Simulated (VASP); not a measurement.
NiO in VASP: the effect of functional

Crystal: NiO.

```
CELL_PARAMETERS angstrom
0.00000 2.24063 2.24063
2.24063 0.00000 2.24063
2.24063 2.24063 0.00000
ATOMIC_POSITIONS crystal
Ni 0.00000 0.00000 0.00000
O 0.75000 0.75000 0.75000
```

The cell was built by a generator and needn't be a form met in nature.

Alike in all runs:

| Quantity | Value |
| --- | --- |
| Program | VASP 6.6.1 |
| Task | band structure |
| Cutoff | 520 eV |
| k mesh | 7 × 7 × 7 |
| Occupations | fermi-dirac, width 0.05 eV |
| Spin | collinear spin, ferromagnetic start |
| Starting moments | [1.0, 0.0] μB |

| functional | potentials or basis | moment (μB) |
| --- | --- | --- |
| LDA | VASP PAW LDA potentials, release 64 (Ni, O) | ? |
| PBE | VASP PAW PBE potentials, release 64 (Ni, O) | 1.86 |
| PBEsol | VASP PAW PBE potentials, release 64 (Ni, O) | 1.81 |
| RPBE | VASP PAW PBE potentials, release 64 (Ni, O) | 1.92 |
| revPBE | VASP PAW PBE potentials, release 64 (Ni, O) | 1.91 |
| BLYP | VASP PAW PBE potentials, release 64 (Ni, O) | 1.84 |
| AM05 | VASP PAW PBE potentials, release 64 (Ni, O) | 1.79 |
| PW91 | VASP PAW PBE potentials, release 64 (Ni, O) | 1.78 |
| r2SCAN | VASP PAW PBE potentials, release 64 (Ni, O) | 2.00 |
| SCAN | VASP PAW PBE potentials, release 64 (Ni, O) | 2.00 |
| TPSS | VASP PAW PBE potentials, release 64 (Ni, O) | 1.99 |
| TB-mBJ | VASP PAW PBE potentials, release 64 (Ni, O) | 2.00 |

Task: What does the run with functional LDA give?

Result: Moment 1.51 μB.

Caveats: a cell with one magnetic atom can't hold antiferromagnetic order, which such compounds often take.
